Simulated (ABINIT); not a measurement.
# Rh (Fm-3m) in ABINIT: further runs

One crystal, Rh, is run at these levels: SOGGA, LDA, PBE+D2; tasks: band structure, equation of state.

Program: ABINIT 10.8.3 (patched build). These are calculated values, not measurements. Logs are shortened: lines on timing, memory, paths and dates and some standing lists are left out, and cuts for length are marked. The log counts tension as positive stress, the text compression.

**Experimental background.**

“Thermal equation of state of rhodium characterized by XRD in a resistively heated diamond anvil cell”, 2024, pmc:11535440 quotes, for a bulk crystal of Rh: bulk modulus 264 ± 1 GPa.

How close the calculation comes is told below.

### 1 The crystal as given

The structure is cubic, space group Fm-3m (No. 225). The conventional cell has a = 3.796 Å, b = 3.796 Å, c = 3.796 Å, α = 90.00°, β = 90.00°, γ = 90.00°. Rh (site symmetry m-3m) has 12 Rh at 2.68 Å as nearest neighbours.

### 2 Band structure, SOGGA

File run.abi:

```
# Datasets: ground state, then fixed potential
ndtset 2

# Pseudopotentials
pp_dirpath "./"
pseudos "Rh.GGA_PBE-JTH.xml"

# Structure
acell 2.6839652093 2.6839652093 2.6839652093 Angstrom
rprim
     0.0000000000     0.7071067812     0.7071067812
     0.7071067812     0.0000000000     0.7071067812
     0.7071067812     0.7071067812     0.0000000000
ntypat 1
znucl 45
natom 1
typat 1
xred
     0.0000000000     0.0000000000     0.0000000000

# Plane-wave basis
ecut 20.0
pawecutdg 40.0

# Exchange and correlation
ixc -150130

# Bands and occupations
occopt 3
tsmear 0.05 eV

# SCF cycle
nstep 100

# Output
iomode 3
prtwf 0
prteig 0
prtebands 0
enunit 1
prtden1 1

# Dataset 1
kptopt1 1
ngkpt1 12 12 12
nshiftk1 1
shiftk1 0.0 0.0 0.0
nband1 13
tolvrs1 1.0e-9

# Dataset 2: bands along G-X-W-K-G-L-U-W-L-K
iscf2 -2
getden2 1
nband2 17
nbdbuf2 2
tolwfr2 1.0e-12
kptopt2 -9
ndivsm2 5
prteig2 1
kptbounds2
     0.0000000000     0.0000000000     0.0000000000
     0.5000000000     0.0000000000     0.5000000000
     0.5000000000     0.2500000000     0.7500000000
     0.3750000000     0.3750000000     0.7500000000
     0.0000000000     0.0000000000     0.0000000000
     0.5000000000     0.5000000000     0.5000000000
     0.6250000000     0.2500000000     0.6250000000
     0.5000000000     0.2500000000     0.7500000000
     0.5000000000     0.5000000000     0.5000000000
     0.3750000000     0.3750000000     0.7500000000
```

Potentials or basis: JTH PAW PBE v2.0.

The run is started by

```sh
> abinit run.abi > log 2>&1
```

run.abo:

```text
.Version 10.8.3 of ABINIT
 DATASET    1 : space group Fm -3 m (#225); Bravais cF (face-center cubic)
================================================================================
 Values of the parameters that define the memory need for DATASET  1.
     intxc =       0    ionmov =       0      iscf =      17    lmnmax =      18
     lnmax =       6     mgfft =      24  mpssoang =       3    mqgrid =    3001
     natom =       1  nloc_mem =       2    nspden =       1   nspinor =       1
    nsppol =       1      nsym =      48    n1xccc =       1    ntypat =       1
    occopt =       3   xclevel =       2
       mpw =         403          nfft =       13824          nkpt =          72
 PAW method is used; the additional fine FFT grid is defined by:
   mgfftf=        30    nfftf =     27000
================================================================================
================================================================================

 DATASET    2 : space group Fm -3 m (#225); Bravais cF (face-center cubic)
================================================================================
 Values of the parameters that define the memory need for DATASET  2.
     intxc =       0    ionmov =       0      iscf =      -2    lmnmax =      18
     lnmax =       6     mgfft =      24  mpssoang =       3    mqgrid =    3001
     natom =       1  nloc_mem =       2    nspden =       1   nspinor =       1
    nsppol =       1      nsym =      48    n1xccc =       1    ntypat =       1
    occopt =       3   xclevel =       2
       mpw =         403          nfft =       13824          nkpt =          87
 PAW method is used; the additional fine FFT grid is defined by:
   mgfftf=        30    nfftf =     27000
================================================================================
================================================================================

--------------------------------------------------------------------------------
------------- Echo of variables that govern the present computation ------------
--------------------------------------------------------------------------------
 -outvars: echo values of preprocessed input variables --------
            acell      5.0719591770E+00  5.0719591770E+00  5.0719591770E+00 Bohr
              amu      1.02905500E+02
             ecut      2.00000000E+01 Hartree
           enunit           1
           getden1          0
           getden2          1
             iscf1         17
             iscf2         -2
                       outvar_i_n : Printing only first  50 k-points.
              ixc     -150130
           jdtset        1    2
                       outvar_i_n : Printing only first  50 k-points.
           kptopt1          1
           kptopt2         -9
         kptrlatt       12    0    0      0   12    0      0    0   12
          kptrlen1     6.08635101E+01
[... 882 lines left out ...]
comment   : Summary of ground state results
lattice_vectors:
- [  0.0000000,   3.5864167,   3.5864167, ]
- [  3.5864167,   0.0000000,   3.5864167, ]
- [  3.5864167,   3.5864167,   0.0000000, ]
lattice_lengths: [   5.07196,    5.07196,    5.07196, ]
lattice_angles: [ 60.000,  60.000,  60.000, ] # degrees, (23, 13, 12)
lattice_volume:   9.2259745E+01
convergence: {deltae:  0.000E+00, res2:  0.000E+00, residm:  9.981E-13, diffor:  0.000E+00, }
etotal    :  -1.11335070E+02
entropy   :   0.00000000E+00
fermie    :   6.03726692E-01
cartesian_stress_tensor: null
pressure_GPa: null
xred      :
- [  0.0000E+00,   0.0000E+00,   0.0000E+00, Rh]
cartesian_forces: null
force_length_stats: {min: null, max: null, mean: null, }
...

 Integrated electronic density in atomic spheres:
 ------------------------------------------------
 Atom  Sphere_radius  Integrated_density
    1        2.21251         14.86196867

================================================================================

 ----iterations are completed or convergence reached----

 Mean square residual over all n,k,spin=   52.831E-14; max=  99.812E-14
 reduced coordinates (array xred) for    1 atoms
       0.000000000000      0.000000000000      0.000000000000

 cartesian coordinates (angstrom) at end:
    1      0.00000000000000     0.00000000000000     0.00000000000000
 length scales=  5.071959177042  5.071959177042  5.071959177042 bohr
              =  2.683965209300  2.683965209300  2.683965209300 angstroms
 Eigenvalues (   eV  ) for nkpt=  87  k points:
 kpt#   1, nband= 17, wtk=  1.00000, kpt=  0.0000  0.0000  0.0000 (reduced coord)
 -62.46474  -29.94786  -29.94786  -29.94786    8.24356   13.27929   13.27929   13.27929
  15.41759   15.41759   32.15944   37.63597   37.63597   37.63597   43.31139   48.51071
  48.51071
 kpt#   2, nband= 17, wtk=  1.00000, kpt=  0.0357  0.0000  0.0357 (reduced coord)
 -62.46282  -29.95734  -29.95136  -29.95136    8.31290   13.23178   13.31484   13.31484
  15.36695   15.43510   32.26291   37.38549   37.65208   37.65208   43.78092   48.08349
  48.08386
 kpt#   3, nband= 17, wtk=  1.00000, kpt=  0.0714  0.0000  0.0714 (reduced coord)
 -62.45714  -29.98520  -29.96167  -29.96167    8.51764   13.09404   13.42103   13.42103
  15.22097   15.48702   32.56637   36.82327   37.68020   37.68020   44.99161   47.10810
  47.10810
 kpt#   4, nband= 17, wtk=  1.00000, kpt=  0.1071  0.0000  0.1071 (reduced coord)
 -62.44798  -30.02978  -29.97826  -29.97826    8.84692   12.87930   13.59648   13.59648
  14.99818   15.57146   33.04968   36.21408   37.65494   37.65494   46.03945   46.03945
  46.64810
 kpt#   5, nband= 17, wtk=  1.00000, kpt=  0.1429  0.0000  0.1429 (reduced coord)
[... 317 lines left out ...]
  16.73423   22.44141   24.80310   30.74101   34.99080   35.86256   45.19611   45.26194
  49.43162
 kpt#  85, nband= 17, wtk=  1.00000, kpt=  0.4028  0.4028  0.6944 (reduced coord)
 -62.31990  -30.53693  -30.36261  -30.13756   11.11372   12.00804   13.66585   15.07109
  16.69579   23.31635   24.82264   29.62172   34.22694   36.44646   45.32673   45.65307
  48.20337
 kpt#  86, nband= 17, wtk=  1.00000, kpt=  0.3889  0.3889  0.7222 (reduced coord)
 -62.31592  -30.51996  -30.39494  -30.15335   10.95361   11.77898   13.93726   15.44310
  16.70249   24.09291   24.76373   28.72098   33.47566   36.98167   45.46955   46.21476
  47.07538
 kpt#  87, nband= 17, wtk=  1.00000, kpt=  0.3750  0.3750  0.7500 (reduced coord)
 -62.31358  -30.53434  -30.38511  -30.16644   10.79433   11.54102   14.27073   15.71197
  16.78873   24.20150   24.91801   28.40834   32.79573   37.40664   45.62464   45.76520
  47.20898

== END DATASET(S) ==============================================================
================================================================================

 -outvars: echo values of variables after computation  --------
            acell      5.0719591770E+00  5.0719591770E+00  5.0719591770E+00 Bohr
           etotal1    -1.1133507011E+02
            fcart1    -0.0000000000E+00 -0.0000000000E+00 -0.0000000000E+00
            rprim      0.0000000000E+00  7.0710678120E-01  7.0710678120E-01
                       7.0710678120E-01  0.0000000000E+00  7.0710678120E-01
                       7.0710678120E-01  7.0710678120E-01  0.0000000000E+00
           strten1     2.2130058669E-04  2.2130058669E-04  2.2130058669E-04
                       0.0000000000E+00  0.0000000000E+00  0.0000000000E+00
 Calculation completed.
```

Wall time 30 s (1 thread of Arm Neoverse V2, shared host); peak memory 0.12 GiB.

Results:

```
Free energy                                           : -3029.5816 eV
Pressure                                              : -6.5 GPa
Band gap on the k mesh                                : none (metal or under the smearing width)
Valence electrons inside the program's atomic spheres : Rh 14.86 (radii [1.1708] Å)
```

Levels at the corners of the path, in eV from the Fermi level:
| point | band 5 | band 6 | band 7 | band 8 | band 9 | band 10 | band 11 | band 12 |
| --- | --- | --- | --- | --- | --- | --- | --- | --- |
| Γ | -8.18 | -3.15 | -3.15 | -3.15 | -1.01 | -1.01 | 15.73 | 21.21 |
| X | -6.46 | -6.07 | 0.55 | 0.99 | 0.99 | 3.07 | 12.23 | 13.15 |
| W | -5.15 | -3.91 | -3.91 | -1.24 | 0.99 | 9.52 | 9.52 | 11.18 |
| K | -5.63 | -4.89 | -2.16 | -0.72 | 0.36 | 7.77 | 8.49 | 11.98 |
| Γ | -8.18 | -3.15 | -3.15 | -3.15 | -1.01 | -1.01 | 15.73 | 21.21 |
| L | -6.26 | -3.22 | -3.22 | 0.51 | 0.57 | 0.57 | 8.61 | 15.24 |
| U | -5.63 | -4.89 | -2.16 | -0.72 | 0.36 | 7.77 | 8.49 | 11.98 |
| W | -5.15 | -3.91 | -3.91 | -1.24 | 0.99 | 9.52 | 9.52 | 11.18 |
| L | -6.26 | -3.22 | -3.22 | 0.51 | 0.57 | 0.57 | 8.61 | 15.24 |
| K | -5.63 | -4.89 | -2.16 | -0.72 | 0.36 | 7.77 | 8.49 | 11.98 |

Caveat: the PAW data sets were made with another functional, which shifts forces and pressure a little.

### 3 Equation of state, SOGGA

File run.abi:

```
# Datasets: one volume each
ndtset 7
getwfk -1
scalecart1 3*0.9795861087
scalecart2 3*0.9864848297
scalecart3 3*0.9932883884
scalecart4 3*1.0000000000
scalecart5 3*1.0066227096
scalecart6 3*1.0131594038
scalecart7 3*1.0196128224

# Pseudopotentials
pp_dirpath "./"
pseudos "Rh.GGA_PBE-JTH.xml"

# Structure
acell 5.0719591737 5.0719591737 5.0719591737
rprim
     0.0000000000     0.7071067812     0.7071067812
     0.7071067812     0.0000000000     0.7071067812
     0.7071067812     0.7071067812     0.0000000000
ntypat 1
znucl 45
natom 1
typat 1
xred
     0.0000000000     0.0000000000     0.0000000000

# Plane-wave basis
ecut 544.227725 eV
pawecutdg 40.0

# k points
kptopt 1
ngkpt 12 12 12
nshiftk 1
shiftk 0.0 0.0 0.0

# Exchange and correlation
ixc -150130

# Bands and occupations
nband 13
occopt 3
tsmear 0.05 eV

# SCF cycle
nstep 100
tolvrs 1.0e-9

# Output
iomode 3
prtwf 1
prtden 0
prteig 0
prtebands 0
```

Potentials or basis: JTH PAW PBE v2.0.

The run is started by

```sh
> abinit run.abi > log 2>&1
```

Run time: 94 s. Hardware: 1 thread of Arm Neoverse V2, shared host; peak memory 0.13 GiB.

The run converged. Its results:

```
Equilibrium volume                      : 13.37 Å³/atom
Bulk modulus                            : 307 GPa
Pressure derivative of the bulk modulus : 4.5
```

Energy against volume, from the lowest point:
```csv
volume (Å³/atom),energy (meV/atom)
12.851,20.94
13.125,4.55
13.398,0.00
13.671,5.97
13.945,21.53
14.218,45.61
14.492,77.08
```

Caveat: pressures at fixed basis lie under the slope of the energies; the PAW data sets were made with another functional, which shifts forces and pressure a little.

### 4 Band structure, LDA

File run.abi:

```
# Datasets: ground state, then fixed potential
ndtset 2

# Pseudopotentials
pp_dirpath "./"
pseudos "Rh.upf"

# Structure
acell 2.6839652093 2.6839652093 2.6839652093 Angstrom
rprim
     0.0000000000     0.7071067812     0.7071067812
     0.7071067812     0.0000000000     0.7071067812
     0.7071067812     0.7071067812     0.0000000000
ntypat 1
znucl 45
natom 1
typat 1
xred
     0.0000000000     0.0000000000     0.0000000000

# Plane-wave basis
ecut 44.0

# Exchange and correlation
ixc 7

# Bands and occupations
occopt 3
tsmear 0.00183747

# SCF cycle
nstep 100

# Output
iomode 3
prtwf 0
prteig 0
prtebands 0
enunit 1
prtden1 1

# Dataset 1
kptopt1 1
ngkpt1 12 12 12
nshiftk1 1
shiftk1 0.0 0.0 0.0
nband1 13
tolvrs1 1.0e-10

# Dataset 2: bands along G-X-W-K-G-L-U-W-L-K
iscf2 -2
getden2 1
nband2 19
nbdbuf2 4
tolwfr2 1.0e-11
kptopt2 -9
ndivsm2 5
prteig2 1
kptbounds2
     0.0000000000     0.0000000000     0.0000000000
     0.5000000000     0.0000000000     0.5000000000
     0.5000000000     0.2500000000     0.7500000000
     0.3750000000     0.3750000000     0.7500000000
     0.0000000000     0.0000000000     0.0000000000
     0.5000000000     0.5000000000     0.5000000000
     0.6250000000     0.2500000000     0.6250000000
     0.5000000000     0.2500000000     0.7500000000
     0.5000000000     0.5000000000     0.5000000000
     0.3750000000     0.3750000000     0.7500000000
```

Potentials or basis: PseudoDojo NC SR LDA v0.4 stringent.

The run is started by

```sh
> abinit run.abi > log 2>&1
```

run.abo:

```text
.Version 10.8.3 of ABINIT
 DATASET    1 : space group Fm -3 m (#225); Bravais cF (face-center cubic)
================================================================================
 Values of the parameters that define the memory need for DATASET  1.
     intxc =       0    ionmov =       0      iscf =       7    lmnmax =       6
     lnmax =       6     mgfft =      32  mpssoang =       3    mqgrid =    3001
     natom =       1  nloc_mem =       1    nspden =       1   nspinor =       1
    nsppol =       1      nsym =      48    n1xccc =    2501    ntypat =       1
    occopt =       3   xclevel =       1
       mpw =        1304          nfft =       32768          nkpt =          72
================================================================================
================================================================================

 DATASET    2 : space group Fm -3 m (#225); Bravais cF (face-center cubic)
================================================================================
 Values of the parameters that define the memory need for DATASET  2.
     intxc =       0    ionmov =       0      iscf =      -2    lmnmax =       6
     lnmax =       6     mgfft =      32  mpssoang =       3    mqgrid =    3001
     natom =       1  nloc_mem =       1    nspden =       1   nspinor =       1
    nsppol =       1      nsym =      48    n1xccc =    2501    ntypat =       1
    occopt =       3   xclevel =       1
       mpw =        1307          nfft =       32768          nkpt =          87
================================================================================
================================================================================
[... 985 lines left out ...]
 -62.62357  -30.23819  -30.18648  -30.18648    8.64264   12.59719   13.31068   13.31068
  14.71961   15.28986   33.16779   36.27703   37.64920   37.64920   45.93771   45.93771
  46.71124   48.75034   49.76550
 kpt#   5, nband= 19, wtk=  1.00000, kpt=  0.1429  0.0000  0.1429 (reduced coord)
[... 317 lines left out ...]
  16.45275   22.25077   24.52928   30.59616   34.82544   35.85488   45.27465   45.30311
  49.39278   53.87948   55.41991
 kpt#  85, nband= 19, wtk=  1.00000, kpt=  0.4028  0.4028  0.6944 (reduced coord)
 -62.49469  -30.74816  -30.57302  -30.34680   10.85623   11.77408   13.41639   14.79866
  16.41382   23.12413   24.56551   29.44136   34.05655   36.43331   45.43225   45.71397
  48.15781   54.73913   56.65774
 kpt#  86, nband= 19, wtk=  1.00000, kpt=  0.3889  0.3889  0.7222 (reduced coord)
 -62.49069  -30.73115  -30.60550  -30.36268   10.69935   11.54116   13.68839   15.17162
  16.41974   23.89583   24.53016   28.51443   33.30474   36.95541   45.59483   46.25493
  47.05792   54.94531   56.93931
 kpt#  87, nband= 19, wtk=  1.00000, kpt=  0.3750  0.3750  0.7500 (reduced coord)
 -62.48834  -30.74562  -30.59562  -30.37585   10.54293   11.29873   14.02263   15.44062
  16.50539   23.99651   24.70499   28.19007   32.62699   37.36647   45.68257   45.76318
  47.31115   54.96520   56.73580

== END DATASET(S) ==============================================================
================================================================================

 -outvars: echo values of variables after computation  --------
            acell      5.0719591770E+00  5.0719591770E+00  5.0719591770E+00 Bohr
           etotal1    -1.1732238509E+02
            fcart1    -0.0000000000E+00 -0.0000000000E+00 -0.0000000000E+00
            rprim      0.0000000000E+00  7.0710678120E-01  7.0710678120E-01
                       7.0710678120E-01  0.0000000000E+00  7.0710678120E-01
                       7.0710678120E-01  7.0710678120E-01  0.0000000000E+00
           strten1     3.2557054931E-04  3.2557054931E-04  3.2557054931E-04
                       0.0000000000E+00  0.0000000000E+00  0.0000000000E+00
 Calculation completed.
```

Run time: 44 s. Hardware: 1 thread of Arm Neoverse V2, shared host; peak memory 0.09 GiB.

What came out:

```yaml
Free_energy: -3192.5047 eV
Pressure: -9.6 GPa
Band_gap_on_the_k_mesh: none (metal or under the smearing width)
Valence_electrons_inside_the_program's_atomic_spheres: Rh 14.07 (radii [1.0584] Å)
```

Levels at the corners of the path, in eV from the Fermi level:
```
point  band 5  band 6  band 7  band 8  band 9  band 10  band 11  band 12
    Γ   -8.11   -3.16   -3.16   -3.16   -1.02    -1.02    16.14    21.53
    X   -6.42   -6.06    0.55    0.98    0.98     3.18    12.25    13.28
    W   -5.10   -3.89   -3.89   -1.24    0.98     9.59     9.59    11.17
    K   -5.61   -4.85   -2.13   -0.71    0.35     7.84     8.55    12.04
    Γ   -8.11   -3.16   -3.16   -3.16   -1.02    -1.02    16.14    21.53
    L   -6.25   -3.23   -3.23    0.56    0.56     0.65     8.59    15.63
    U   -5.61   -4.85   -2.13   -0.71    0.35     7.84     8.55    12.04
    W   -5.10   -3.89   -3.89   -1.24    0.98     9.59     9.59    11.17
    L   -6.25   -3.23   -3.23    0.56    0.56     0.65     8.59    15.63
    K   -5.61   -4.85   -2.13   -0.71    0.35     7.84     8.55    12.04
```

[end of part 1 of 2]
